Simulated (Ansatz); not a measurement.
A relaxed cell of ZrSi2O6 is given with its symmetry left out. The cell was found from a structure generator's guess, not taken from experiment.

Computed with Ansatz 0.2.0, DFT PBE, scalar-relativistic, plane waves, PAW. Cutoff 420 eV, Γ-centred mesh, Gaussian smearing, no spin polarisation.

```
CELL_PARAMETERS angstrom
4.98732 -2.50341 0.00000
4.98732 2.50341 0.00000
-0.18573 0.00000 5.89476
ATOMIC_POSITIONS crystal
Zr 0.54281 0.45719 0.50000
Si 0.98620 0.51968 0.15472
Si 0.48032 0.01380 0.84528
O 0.87542 0.37127 0.31609
O 0.15376 0.30652 0.93076
O 0.62873 0.12458 0.68391
O 0.20833 0.56879 0.29716
O 0.69348 0.84624 0.06924
O 0.43121 0.79167 0.70284
```

The zero of energy is the elements' standard structures at the same level (O₂ as a molecule); no fitted shifts are applied.

Question: Find its symmetry and describe it.

Answer: C2 (No. 5). Conventional cell: a = 9.975 Å, b = 5.007 Å, c = 5.898 Å, β = 91.8°. Zr is surrounded by 4 O at 1.96–1.97 Å; around Si lie 4 O at 1.63–1.64 Å; around O on its first site lie 1 Si at 1.63 Å and 1 Zr at 1.97 Å; O on its second site is surrounded by 2 Si at 1.64 Å; 1 more site not described.

Question: What is its formation energy per atom?

Answer: −2.923 eV/atom. It lies below the elements, which doesn't yet make it stable against other compounds or structures.

Question: Is it a metal?

Answer: No, the gap on the 6×6×4 mesh is 5.16 eV.

The last run used a 6×6×4 mesh (in the run's order of axes) for its 9-atom cell and Gaussian smearing of 0.02 eV. Kohn–Sham gaps at this level usually fall short of measured ones. This cell was reached by moving the atoms of another relaxed cell at random and relaxing again, last within the group found; it had no such test of its own.
